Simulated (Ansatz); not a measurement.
Wanted: the native input for an Ansatz 0.2.0 run.

- Task: single point
- Functional: PBEsol
- Potentials or basis: Ansatz PAW
- Cutoff: 420 eV (not typed: the program's choice for these potentials)
- k mesh: 8 × 8 × 5
- Occupations: fermi-dirac, width 0.05 eV
- Spin: collinear spin, ferromagnetic start
- Starting moments: [3.0, 3.0, 0.0, 0.0] μB
- Fixed moment: 6 μB

The system is CoO.

```
Co O
1.0
     3.19765    0.00000    0.00000
    -1.59882    2.76924    0.00000
     0.00000    0.00000    5.22871
Co O
2 2
Direct
  0.33333 0.66667 0.50336
  0.00000 0.00000 0.00347
  0.33333 0.66667 0.87156
  0.00000 0.00000 0.37161
```

Measurements of this composition are mostly on another form, of space group No. 225.

The input as run:

input.yaml

```yaml
crystal:
  lattice:
    - [3.1976457435, 0.0, 0.0]
    - [-1.5988228718, 2.7692424462, 0.0]
    - [0.0, 0.0, 5.22870971]
  atoms:
    - { symbol: Co, position: [0.3333333333, 0.6666666667, 0.50336241], spin: 3.0 }
    - { symbol: Co, position: [0.0, 0.0, 0.00347414], spin: 3.0 }
    - { symbol: O, position: [0.3333333333, 0.6666666667, 0.8715556] }
    - { symbol: O, position: [0.0, 0.0, 0.37160885] }
hamiltonian:
  xc: pbesol
  pseudopotentials: { kind: paw }
magnetization:
  spin_polarized: true
  initial_magnetization: 6.0
  spin_locking: { lock_magnetization: hard }
kpoints:
  mp_grid: { grid: [8, 8, 5] }
scf:
  occupations: { method: fermi_dirac, width: 0.05 }
  lower_state_search: "off"
output:
  forces: true
  stress: true
  eigenvalues: true
```

Potentials or basis: Ansatz PAW.

Launch:

```sh
$ ansatz run input.yaml --threads 2 --pin off --max-ram 5632MiB --backend cpu --events-out ev --progress --plain --runs-dir out
```

It gave:

* Pressure: -6.3 GPa
* Largest force: 0.236 eV/Å
* Net moment: 6.00 μB per cell
* Absolute moment: 6.01 μB per cell
* Site moments: Co +2.37; O +0.35 μB

Caveat: the pressure holds a Pulay correction of +0.7 GPa for the finite cutoff; the total moment is fixed, so each spin has its own Fermi level; the PAW data sets come from PBE, with cores solved anew for the run's functional, which leaves a small shift of forces and pressure; the thresholds are loose for stress.

Wall time 18 s on 2 threads of Intel(R) Xeon(R) Processor @ 2.50GHz (Skylake/Cascade Lake) (shared host), peak memory 0.37 GiB.
